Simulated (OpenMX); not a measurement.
# BP under changes of volume

One of the cells (11.682 Å³/atom); the others are scaled copies at fixed shape and fractional positions:

```xyz
2
Lattice="0.0000 2.2690 2.2690 2.2690 0.0000 2.2690 2.2690 2.2690 0.0000" Properties=species:S:1:pos:R:3 pbc="T T T"
P     3.4035    3.4035    3.4035
B     0.0000    0.0000    0.0000
```

* Program: OpenMX 3.8.5
* Functional: PBE
* Potentials or basis: OpenMX 2013 PBE set, P7.0-s2p2d1f1, B7.0-s2p2d1, fixed grid of 27 × 27 × 27 points
* k mesh: 11 × 11 × 11
* Occupations: fermi-dirac, width 0.05 eV
* Spin: no spin polarisation

```csv
volume (Å³/atom),energy over the lowest point (meV/atom),gap on the mesh (eV)
10.981,28.20,1.21
11.214,13.13,1.25
11.448,3.91,1.29
11.682,0.00,1.32
11.915,0.91,1.35
12.149,6.20,1.39
12.383,?,?
```

Question: What does the run at 12.383 Å³/atom give?

Answer: Energy over the lowest point 15.46 meV/atom; gap on the mesh 1.42 eV.

Worked out: A Birch-Murnaghan fit of order 3 (a polynomial in V^(-2/3)) to the other rows has its minimum at 11.75 Å³/atom with B0 = V·E''(V) = 161 GPa and B' = 4.0. It gives 15.44 meV/atom at 12.383 Å³/atom, against the run's 15.46. A straight line through the other rows of the gap, of slope 1.74 eV per unit of ln V, extrapolates to 1.42 eV, against the run's 1.42.

Energies are extrapolated to zero smearing.

Caveats: an odd mesh through Γ misses points on the zone boundary, where band edges often lie; the basis of atomic orbitals isn't converged, which shifts pressures, moduli and gaps.
